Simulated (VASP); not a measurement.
Here is a VASP 6.6.1 calculation.

POSCAR

```
NiO
1.0
    0.0000000000      2.0859016414      2.0859016414
    2.0859016414      0.0000000000      2.0859016414
    2.0859016414      2.0859016414      0.0000000000
Ni O
1 1
Direct
    0.0000000000      0.0000000000      0.0000000000
    0.5000000000      0.5000000000      0.5000000000
```

Contents of INCAR.step1:

```
ALGO = Fast ; EDIFF = 1E-8
EDIFFG = -0.002 ; ENCUT = 600
GGA = PE ; IBRION = 2
ISIF = 3 ; ISMEAR = 0
ISPIN = 2 ; LASPH = T
LCHARG = F ; LMAXMIX = 4
LORBIT = 11 ; LREAL = F
LWAVE = F ; MAGMOM = 1 0
NELM = 100 ; NSW = 40
PREC = Accurate ; SIGMA = 0.02
```

File INCAR.step2:

```
ALGO = Fast ; EDIFF = 1E-8
ENCUT = 600 ; GGA = PE
IBRION = 6 ; ISIF = 2
ISMEAR = 0 ; ISPIN = 2
LASPH = T ; LCHARG = F
LMAXMIX = 4 ; LORBIT = 11
LREAL = F ; LWAVE = F
MAGMOM = 1 0 ; NELM = 100
NFREE = 2 ; NSW = 1
POTIM = 0.015 ; PREC = Accurate
SIGMA = 0.02
```

The input KPOINTS:

```
k-points
0
Gamma
  8 8 8
```

Potentials or basis: VASP PAW PBE potentials, release 64 (Ni, O).

Command:

```sh
$ cat potpaw_PBE.64/Ni/POTCAR potpaw_PBE.64/O/POTCAR > POTCAR
$ cp INCAR.step1 INCAR
$ mpirun -np 1 vasp_std > vasp.out
$ cp CONTCAR POSCAR
$ cp INCAR.step2 INCAR
$ mpirun -np 1 vasp_std > vasp.out
```

(1) Estimate the highest phonon frequency at Γ, LO-TO splitting left out.

(2) Predict the site moments.

## Answers

(1) 156 cm⁻¹.

(2) Ni +1.52; O +0.30 μB.

Caveat: a cell with one magnetic atom can't hold antiferromagnetic order, which such compounds often take.
